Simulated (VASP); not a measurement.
H2Os, 3 atoms in the cell. The structure is tetragonal, space group P4/mmm (No. 123). Conventional cell: a = 2.492 Å, b = 2.492 Å, c = 4.602 Å, α = 90.00°, β = 90.00°, γ = 90.00°. Around H (site symmetry 4mm) lie 1 H at 0.97 Å. Os (site symmetry 4/mmm) has 2 H at 1.82 Å as nearest neighbours. The cell was built by a generator and needn't be a form met in nature.

```yaml
Program: VASP 6.6.1
Task: band structure
Functional: PBE
Potentials_or_basis: VASP PAW PBE potentials, release 64 (H, Os)
Cutoff: 520 eV
k_mesh: 8 × 8 × 5
Occupations: fermi-dirac, width 0.05 eV
Spin: no spin polarisation
Further_INCAR_settings: ALGO = Normal; EDIFF = 1e-06
```

Potentials or basis: VASP PAW PBE potentials, release 64 (H, Os).

Launch:

```console
$ cat potpaw_PBE.64/H/POTCAR potpaw_PBE.64/Os/POTCAR > POTCAR
$ cp INCAR.step1 INCAR
$ cp KPOINTS.step1 KPOINTS
$ mpirun -np 1 vasp_std > vasp.out
$ cp INCAR.step2 INCAR
$ cp KPOINTS.step2 KPOINTS
$ mpirun -np 1 vasp_std > vasp.out
```

Hardware: 1 thread of Intel(R) Xeon(R) 6975P-C (Granite Rapids) (shared host).

Task: How long does it take, and how much memory?

Result: It took 12 s on 1 thread of Intel(R) Xeon(R) 6975P-C (Granite Rapids), with other jobs on the host, peak memory 0.16 GiB. Counts: scf iterations 7, k points 135.
